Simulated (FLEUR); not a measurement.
# NiO (rocksalt) under tetragonal strain at constant volume: nickel moments and the balance of parallel and type-I order in all-electron PBE+U

A common rule of thumb says that strain leaves the local moment of a magnetic insulator nearly untouched and acts on the coupling between the moments. NiO is a fair test, since its thin films serve as antiferromagnetic layers in spintronic devices and take up strain from their substrate. Here the cell is stretched or compressed along z at constant volume, a simplification, because a real film also changes its volume. Two quantities are followed against the unstrained cell: the spin moment inside the nickel sphere, and the free energy of the antiparallel type-I order less that of the parallel order, per nickel atom. A positive difference means that the parallel order is lower. The measured ground order of NiO is type II, which is neither of these two.

## Set-up

NiO (rocksalt): the measured cell (COD); 2 atoms in the primitive cell, fractional positions held. First order: parallel (+); second order: antiparallel (+-, cell doubled at q=(0,1/2,1/2)), q in fractions of the reciprocal vectors of the primitive cell. FLEUR MaX-R8.1, all-electron FLAPW in bulk geometry, scalar-relativistic valence, PBE with U = 6 eV on Ni d (double counting: FLL), basis cutoff 4.4 1/bohr, density cutoff 13.2 1/bohr, Fermi-Dirac smearing of 0.05 eV, muffin-tin radii Ni 2.21, O 1.25 bohr. Local moments are those inside the muffin-tin spheres. Collinear spins without spin-orbit coupling, 8x8x8 k-points for the first order in every row. The same in all rows: net spin moment of the whole primitive cell, first order: 2.000 μB/cell.

Notes on method and selection:

- Each run ends in the state reached from its typed start, which may not be the lowest.
- The spheres keep their radius, so sphere moments at unlike sizes cover unlike shares of space.
- The two orders are a test pair; neither need be the ground order.
- In rocksalt, q = (0,1/2,1/2) is the type-I order and q = (0,0,1/2) the type-II order.
- Runs that did not converge, have known faults or may not be shown are not listed, and runs on Ansatz's PAW sets soft_1 and soft_2 are kept to separate tables.

Columns:

- tetragonal strain factor: tetragonal strain: length of the cell along z (the main axis or a cube axis) over its starting value, the other two axes scaled to keep the volume.
- band gap (eV): Kohn-Sham band gap of the first order on its k-point mesh; set to zero under 0.1 eV or twice the smearing width (level spacings that a finite mesh gives in a metal), blank from there to 0.3 eV, where the mesh cannot tell.
- moment, second order (μB): largest spin moment inside a sphere, second order.
- largest local moment (μB): largest spin moment inside a sphere, first order.
- second less first (meV): free energy of the second order less the first, per magnetic atom, where the second keeps its moments.
- energy of strained cell (meV/cell): free energy of the strained cell in the first order above its lowest row, per primitive cell; its curvature gives the elastic constant of the tetragonal shear.

## Table of results

| member | tetragonal strain factor | band gap (eV) | moment, second order (μB) | largest local moment (μB) | second less first (meV) | energy of strained cell (meV/cell) |
| --- | --- | --- | --- | --- | --- | --- |
| tetragonal strain factor 0.9 | 0.90 | 0.67 | 1.789 | 1.780 | 8.68 | 319.3 |
| tetragonal strain factor 0.93 | 0.93 | 1.28 | 1.795 | 1.786 | 9.07 | 135.1 |
| tetragonal strain factor 0.96 | 0.96 | 1.87 | 1.798 | 1.789 | 9.24 | 46.5 |
| tetragonal strain factor 0.98 | 0.98 | 2.21 | 1.799 | 1.790 | 9.23 | 7.3 |
| tetragonal strain factor 1 | 1.00 | 2.35 | 1.800 | 1.791 | 9.16 | 0.0 |
| tetragonal strain factor 1.02 | 1.02 | 2.20 | 1.799 | 1.790 | 9.06 | 4.0 |
| tetragonal strain factor 1.04 | 1.04 | ? | ? | ? | ? | ? |
| tetragonal strain factor 1.07 | 1.07 | 1.37 | 1.797 | 1.788 | 8.52 | 95.1 |
| tetragonal strain factor 1.1 | 1.10 | 0.90 | 1.794 | 1.785 | 7.96 | 193.2 |

Cells marked ? are withheld until the estimate has been made.

## The trend and its physics

The first half of the rule holds. In the parallel order the nickel moment is 1.791 μB in the unstrained cell, 1.780 μB at factor 0.90 and 1.785 μB at 1.10, a loss of at most 0.6 %. The cell moment of 2.000 μB, the same in every row, fits a nickel ion that keeps two unpaired electrons in its e_g orbitals throughout.

The energy difference responds more strongly. It stays positive in every row shown, but falls from 9.16 meV at factor 1.00 to 7.96 meV at 1.10, or by 13 %. Compression to 0.90 lowers it by only 5 %, and the largest values, 9.24 and 9.23 meV, lie at 0.96 and 0.98. Across the unstrained cell the slope is (9.06 − 9.23) / 0.04 = −4.25 meV per unit of strain factor.

Such a slope is allowed because the ferromagnetic sheets of the type-I order stand parallel to z. Of the twelve nearest nickel neighbours, eight are reversed: four in the xy plane, whose distance shrinks on stretching, and four in a plane containing z, whose distance grows half as fast. The two changes do not cancel. The sign would follow if the net parallel coupling weakens as nickel atoms approach each other, which is a possible cause. For sheets lying across z, symmetry demands a slope of opposite sign and twice the size.

The strong coupling through oxygen along straight Ni–O–Ni lines joins second neighbours, which are parallel in both orders. It therefore drops out of the difference, which is why a few meV here say little about the stability of the type-II order.

The strain energy is less regular. Its curvature is (7.3 + 4.0) / 0.02² = 28250 meV from the rows at ±0.02, but (319.3 + 193.2) / 0.10² = 51250 meV from those at ±0.10. No elastic constant should therefore be taken from the central rows.

## An estimate before looking

Plain estimates from the members shown:

- tetragonal strain factor 1.04, straight-line interpolation between tetragonal strain factor 1.02 and tetragonal strain factor 1.07: w = (1.04 − 1.02) / (1.07 − 1.02) = 0.400, so 9.06 + 0.400 × (8.52 − 9.06) = 8.84 meV

The straight-line estimate of 8.84 meV at factor 1.04 must be somewhat low, because the difference bends downward on stretching and a chord lies beneath such a curve. The moments on either side differ by only 0.002 μB and the gap stays open, so there is no sign of a change of electronic state that would call for a further shift.

The bend follows from the rows at 1.02, 1.07 and 1.10. The slopes are (8.52 − 9.06) / 0.05 = −10.8 and (7.96 − 8.52) / 0.03 = −18.67 meV per unit of strain factor. Their change over the full span is (18.67 − 10.80) / 0.08 = 98 meV. The correction to the chord is 98 × 0.02 × 0.03 = 0.06 meV, which gives 8.84 + 0.06 = 8.90 meV.

The mirror-image rows at 0.90, 0.93 and 0.98 provide a trial. For factor 0.96 the chord gives 9.07 + 0.6 × (9.23 − 9.07) = 9.166 meV. The slopes are (9.07 − 8.68) / 0.03 = 13.0 and (9.23 − 9.07) / 0.05 = 3.2 meV per unit of strain factor, so the correction is (13.0 − 3.2) / 0.08 × 0.02 × 0.03 = 0.0735 meV. The sum, 9.166 + 0.0735 = 9.24 meV, agrees with the table. A parabola through 0.93, 0.98 and 1.00 uses the slope (9.16 − 9.23) / 0.02 = −3.5 instead of the outer one. Its correction is (3.2 + 3.5) / 0.07 × 0.02 × 0.03 = 0.057 meV, which gives 9.166 + 0.057 = 9.22 meV, a miss of 0.02 meV. That larger miss is taken as the standard deviation.

**Committed estimate, tetragonal strain factor 1.04: second less first = 8.90 ± 0.02 meV.**

## Result

| member | tetragonal strain factor | band gap (eV) | moment, second order (μB) | largest local moment (μB) | second less first (meV) | energy of strained cell (meV/cell) |
| --- | --- | --- | --- | --- | --- | --- |
| tetragonal strain factor 1.04 | 1.04 | 1.87 | 1.799 | 1.790 | 8.88 | 22.5 |

| member | estimate | second less first (meV) | computed | estimate − computed | miss in error bars |
| --- | --- | --- | --- | --- | --- |
| tetragonal strain factor 1.04 | committed | 8.90 | 8.88 | +0.02 | 1.0 |
| tetragonal strain factor 1.04 | interpolation | 8.84 | 8.88 | −0.04 |  |

The estimate of 8.90 meV lies 0.02 meV above the computed 8.88 meV, at the edge of its error bar. It is nearer than the straight-line interpolation, which is 0.04 meV too low.

The downward bend was rightly foreseen, but its size was overstated. The correction used a bend of 98 meV, taken from rows reaching out to factor 1.10. With the new row, the slopes on either side of 1.04 are (8.88 − 9.06) / 0.02 = −9.0 and (8.52 − 8.88) / 0.03 = −12.0 meV per unit of strain factor, so the bend there is (12.0 − 9.0) / 0.05 = 60 meV.

The moments, 1.790 and 1.799 μB, and the open gap give no sign of a change of electronic state. The result shows that the energy difference varies smoothly with strain. It does not test the proposed cause, a parallel coupling that weakens as nickel atoms approach each other, since any smooth dependence would have served the interpolation equally well.

## Outliers

In the energy difference between the two orders no row stands out: its slope falls steadily from the most compressed cell to the most stretched one.

The strain energy of the parallel order is rougher. The rows at 0.96 and 1.04 differ by 46.5 − 22.5 = 24.0 meV per cell. If the asymmetry grew as the cube of the strain, the pair at 0.93 and 1.07 would lead one to expect only (135.1 − 95.1) × (0.04 / 0.07)³ = 7.5 meV. The curvature is uneven too: the pair at ±0.04 gives (46.5 + 22.5) / 0.04² = 43125 meV, against 28250 meV from the pair at ±0.02. An unstrained row that lies a few meV too high against its neighbours would produce such a low central value.

The likeliest reason is numerical. At a fixed cutoff the number of basis functions changes in steps as the cell changes shape, which can shift total energies by several meV. Both orders are computed at the same shape and cutoff, so most of this error should cancel in their difference, in keeping with the smooth course of that column.

## Conclusions

Between strain factors 0.90 and 1.10 the nickel moment is nearly constant, while the energy difference between the two orders changes smoothly and stays positive. A new member inside this range, with neighbours a few hundredths away, can be interpolated to a few hundredths of a meV.

For a film, factor 1.04 means an in-plane length of 1 / √1.04 = 0.981, a compression of 1.9 %. With the ferromagnetic sheets parallel to z, this lowers the energy difference by 9.16 − 8.88 = 0.28 meV per nickel atom, or 3 %, and the moment by only 0.001 μB. With the sheets across z, the difference would rise at small strain instead. A real film would also change its volume, which adds a contribution of its own.

The largest omission is the type-II order, in which second neighbours coupled through oxygen are antiparallel. It is the measured ground order, and the coupling that favours it drops out of the difference followed here. The strain dependence of the Néel temperature therefore cannot be read from this series.
